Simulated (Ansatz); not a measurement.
An Ansatz input:

```yaml
crystal:
  lattice:
    - [3.0943672644, 0.0, 0.0]
    - [0.0, 3.0943672644, 0.0]
    - [0.0, 0.0, 3.0943672644]
  atoms:
    - { symbol: Hg, position: [0.0, 0.0, 0.0] }
hamiltonian:
  xc: hse06
  pseudopotentials:
    kind: paw
    azcp:
      Hg: "pseudopotentials/Hg.paw.azcp"
basis:
  ecutwfc: 420
  fft_grid_basis: typed
kpoints:
  mp_grid: { grid: [5, 5, 5], shift: [0, 0, 0] }
magnetization:
  spin_polarized: false
scf:
  occupations: { method: fermi_dirac, width: 0.1 }
```

and its output:

```
Engine: ansatz 0.2.0, aarch64-unknown-linux-gnu
Pseudopotentials: kind: paw
Pseudopotential: Hg, paw, valence charge 20, recommended cutoff 420 eV (normal) 
Functional definition: HSE06
  parameter a = 0.25
  parameter omega = 0.11/bohr
  exchange = pbe_x - a*pbe_x_sr(omega) + a*exact_x_sr(omega)
  correlation = pbe_c
Crystal: 1 atoms, lattice volume = 29.629 Å³
Basis set: ecut = 420 eV, 587 PW (Γ)
Bands: 14, of which v1, the nominal top of the filled ones, is band 10 counted from 1 (9 counted from 0)
Symmetry: 48 space group operations
Space group: Pm-3m (ITA 221), of the structure as read, at distance tolerance 3.1e-5 Å
k-points: 10 of 125
Non-local potential: Hg, projectors of the file, l = 0: 3, l = 1: 2, l = 2: 2, l = 3: 1
PAW form: soft (Blöchl's): semilocal exchange-correlation on the pseudo side does not see the compensation charge
PAW frozen core: Hg, regenerated for the run's functional, and the local potential with it (the file was generated under x = pbe(κ = 0.804, μ = 0.2195149727645171), c = pbe(β = 0.06672455060314922))
PAW one-centre angular grid: Hg, 590 points (default); XC on 64 Gauss nodes
Initial density: superposition of atomic densities (neutral atoms: chi_scale 0, normalization atom), corrected by the library's trained network
Initial wavefunctions: pseudopotential atomic-orbital guess
Functional: x = pbe(κ = 0.804, μ = 0.2195149727645171), c = pbe(β = 0.06672455060314922), warm-up for x = pbe(κ = 0.804, μ = 0.2195149727645171) + 0.25 (exact − pbe) at short range (hse, ω = 0.20786987370883472 Å⁻¹), c = pbe(β = 0.06672455060314922); HSE06 as pw.x's `hse` composes it (authors' and Libxc's form: `xc: wpbeh`)
SCF iter   1: F=—  HF=-13813.473496 eV  |F-HF|=—  |Δ(HF+E_count)|=         —  Δρ=4.15e-3  dr2=4.41e-3  ethr=1.77e-3  ⟨swp⟩=9.9  Hψ=639  notcnv=0
iter 2 solved again at ethr=1.30e-6 eV; its pass at ethr=2.20e-5 eV (dr2=2.61e-4 eV) is discarded
SCF iter   2: F=—  HF=-13813.472276 eV  |F-HF|=—  |Δ(HF+E_count)|=   1.22e-3  Δρ=8.24e-4  dr2=2.60e-4  ethr=1.30e-6  ⟨swp⟩=2.0  Hψ=575  notcnv=0
SCF iter   3: F=—  HF=-13813.472213 eV  |F-HF|=—  |Δ(HF+E_count)|=   6.34e-5  Δρ=2.51e-4  dr2=1.38e-5  ethr=1.30e-6  ⟨swp⟩=3.0  Hψ=298  notcnv=0
SCF iter   4: F=—  HF=-13813.472230 eV  |F-HF|=—  |Δ(HF+E_count)|=   1.77e-5  Δρ=1.84e-5  dr2=9.44e-8  ethr=6.92e-8  ⟨swp⟩=2.0  Hψ=506  notcnv=0
SCF iter   5: F=—  HF=-13813.472230 eV  |F-HF|=—  |Δ(HF+E_count)|=   1.89e-7  Δρ=3.09e-6  dr2=1.78e-9  ethr=4.72e-10  ⟨swp⟩=3.2  Hψ=297  notcnv=0
SCF iter   6: F=-13813.472231 eV  HF=-13813.472231 eV  |F-HF|=5.46e-12  |Δ(HF+E_count)|=   1.58e-9  Δρ=1.87e-7  dr2=1.04e-11  ethr=8.92e-12  ⟨swp⟩=3.0  Hψ=301  notcnv=0
SCF 1 converged in 6 iterations: F = -13813.472231 eV  dr2 = 1.04e-11
Initial density: handed on by an earlier stage of this run
Initial wavefunctions: those handed on with the density
Functional: x = pbe(κ = 0.804, μ = 0.2195149727645171) + 0.25 (exact − pbe) at short range (hse, ω = 0.20786987370883472 Å⁻¹), c = pbe(β = 0.06672455060314922); HSE06 as pw.x's `hse` composes it (authors' and Libxc's form: `xc: wpbeh`)
Exchange kernel: α = 0.2500, screened, ω = 0.2079 Å⁻¹, Wigner–Seitz truncation, v(0) = 1031.4484 eV·Å³, q-mesh 5×5×5, nearest image of the exchange supercell L = 15.47 Å, pair-density grid 15×15×15, without the augmentation charges, whose exchange is taken in its separable form by FFT convolution over the k-point mesh (sized by the pseudopotential files, 24×24×24 at the most), smooth part of the exact exchange by density-matrix convolution
Frozen-core exchange: fock
iter 1 solved again at ethr=1.18e-4 eV; its pass at ethr=1.00e-1 eV (dr2=2.36e-2 eV) is discarded
SCF iter   1: F=—  HF=-13816.702963 eV  |F-HF|=—  |Δ(HF+E_count)|=         —  Δρ=9.45e-3  dr2=2.50e-2  ethr=1.18e-4  ⟨swp⟩=3.1  Hψ=579  notcnv=0
SCF iter   2: F=—  HF=-13816.694150 eV  |F-HF|=—  |Δ(HF+E_count)|=   8.81e-3  Δρ=3.54e-3  dr2=1.37e-3  ethr=1.13e-4  ⟨swp⟩=3.0  Hψ=324  notcnv=0
SCF iter   3: F=—  HF=-13816.697130 eV  |F-HF|=—  |Δ(HF+E_count)|=   2.98e-3  Δρ=2.15e-3  dr2=4.26e-4  ethr=5.57e-6  ⟨swp⟩=3.0  Hψ=301  notcnv=0
SCF iter   4: F=—  HF=-13816.697040 eV  |F-HF|=—  |Δ(HF+E_count)|=   9.04e-5  Δρ=9.53e-4  dr2=7.99e-5  ethr=2.06e-6  ⟨swp⟩=2.6  Hψ=252  notcnv=0
SCF iter   5: F=—  HF=-13816.697038 eV  |F-HF|=—  |Δ(HF+E_count)|=   1.40e-6  Δρ=3.29e-5  dr2=6.52e-6  ethr=3.31e-7  ⟨swp⟩=2.2  Hψ=257  notcnv=0
SCF iter   6: F=—  HF=-13816.697108 eV  |F-HF|=—  |Δ(HF+E_count)|=   6.98e-5  Δρ=1.48e-4  dr2=5.23e-6  ethr=1.02e-9  ⟨swp⟩=4.1  Hψ=484  notcnv=0  defer=1
SCF iter   7: F=-13816.697106 eV  HF=-13816.697106 eV  |F-HF|=1.99e-8  |Δ(HF+E_count)|=   1.86e-6  Δρ=1.61e-5  dr2=9.66e-8  ethr=1.02e-9  ⟨swp⟩=4.0  Hψ=395  notcnv=0
SCF 2 converged in 7 iterations: F = -13816.697106 eV  dr2 = 9.66e-8
hybrid outer 1: dexx = +3.878e-3 eV, tail = 1.93e-5 eV
Exchange kernel: α = 0.2500, screened, ω = 0.2079 Å⁻¹, Wigner–Seitz truncation, v(0) = 1031.4484 eV·Å³, q-mesh 5×5×5, nearest image of the exchange supercell L = 15.47 Å, pair-density grid 15×15×15, without the augmentation charges, whose exchange is taken in its separable form by FFT convolution over the k-point mesh (sized by the pseudopotential files, 24×24×24 at the most), smooth part of the exact exchange by density-matrix convolution
Frozen-core exchange: fock
SCF iter   1: F=—  HF=-13816.697217 eV  |F-HF|=—  |Δ(HF+E_count)|=         —  Δρ=7.83e-5  dr2=9.33e-7  ethr=4.83e-7  ⟨swp⟩=3.2  Hψ=338  notcnv=0
iter 2 solved again at ethr=5.58e-11 eV; its pass at ethr=3.85e-9 eV (dr2=1.12e-8 eV) is discarded
SCF iter   2: F=-13816.697216 eV  HF=-13816.697216 eV  |F-HF|=1.16e-8  |Δ(HF+E_count)|=   3.13e-7  Δρ=1.22e-5  dr2=2.32e-8  ethr=5.58e-11  ⟨swp⟩=3.1  Hψ=573  notcnv=0  defer=2
SCF 3 converged in 2 iterations: F = -13816.697216 eV  dr2 = 2.32e-8
hybrid outer 2: dexx = +2.362e-7 eV, tail = 9.50e-8 eV, Δε = 1.86e-3 eV (about 1.31e-4 eV left of the loop's levels)
hybrid SCF converged: 2 outer / 9 inner (+6 warm-up), last move |dexx| = 2.36e-7 eV, tail = 9.50e-8 eV
Stability not checked: this state was not tested for a lower state beside it, because the functional holds exact exchange (a hybrid, or Hartree-Fock), whose exchange loop this test does not read (fock_operator; see scf.lower_state_search)
Free energy (F): -13816.697217 eV
Frozen-core exchange: fock
Harris-Foulkes:  -13816.697217 eV  (|F-HF|=1.16e-8)
Internal energy: -13816.686906 eV  (E = F + TS)
E sigma→0 (E₀):  -13816.692061 eV
Entropy (-TS):   -0.010311 eV (-10.311 meV/atom)
Fermi energy:    11.452655 eV
--- Per-component energies (eV) ---
  E_band       = -511.261850
  E_kinetic    = 604.177438
  E_local      = -2938.927457  (includes V_loc(G=0)·N_el)
  E_nonlocal   = 74.709429
  E_hartree    = 1254.570398
  E_xc         = -175.497035
  E_vxc        = -207.164748  (∫ρ·V_xc dr)
  E_exx        = -77.412161  (= α·E_x^exact, valence–valence)
  E_paw        = -9915.802233  (= ΣΔE_a)
  E_vpaw       = -398.371342  (= ΣTr[D̂ρ^β])
  E_aug_tail   = 0.000931  (compensation charges beyond the density's cutoff)
  E_ewald      = -2640.674124
  E_core_change = -1.832093  (= ΣΔE_core)
  E_smearing   = -0.010311  (= −TS)
  E_closure    = 0.000000  (closes the sum)
  Σ components = -13816.697217   (vs F -13816.697217, Δ=0.00e0)
--- Band table (eV; the first three rows and the last of 10) ---
  k-point 0: bands = ["-108.8970", "-56.0434", "-56.0434", "-56.0434", "1.7407", "1.7407", "2.1856", "3.5698", "3.5698", "3.5698", "21.0466", "21.0466"]
  k-point 1: bands = ["-108.8967", "-56.0566", "-56.0424", "-56.0424", "1.7923", "1.9744", "3.1452", "3.3665", "3.3665", "3.5868", "16.4890", "21.9959"]
  k-point 2: bands = ["-108.8963", "-56.0777", "-56.0407", "-56.0407", "1.8770", "2.2352", "3.0566", "3.0566", "3.6144", "6.0827", "11.1155", "24.1035"]
  k-point 9: bands = ["-108.8948", "-56.0736", "-56.0736", "-56.0734", "2.3103", "2.3653", "2.3653", "3.8756", "3.8756", "11.5612", "16.1282", "16.1282"]
  guard bands above this table: 2 of the run's 14 bands. The solve was not asked for them (output.publish_guard_bands: true or output.eigenvalues: true publishes all)
```

Launched by

```sh
ansatz run input.yaml --threads 4 --pin off --max-ram 8192MiB --backend cpu --events-out ev --progress --plain --runs-dir out
```

On 4 threads of Arm Neoverse V1 (shared host) this took about 3.1 s of wall time and 7.9 s of CPU time, with 0.61 GiB at the peak.
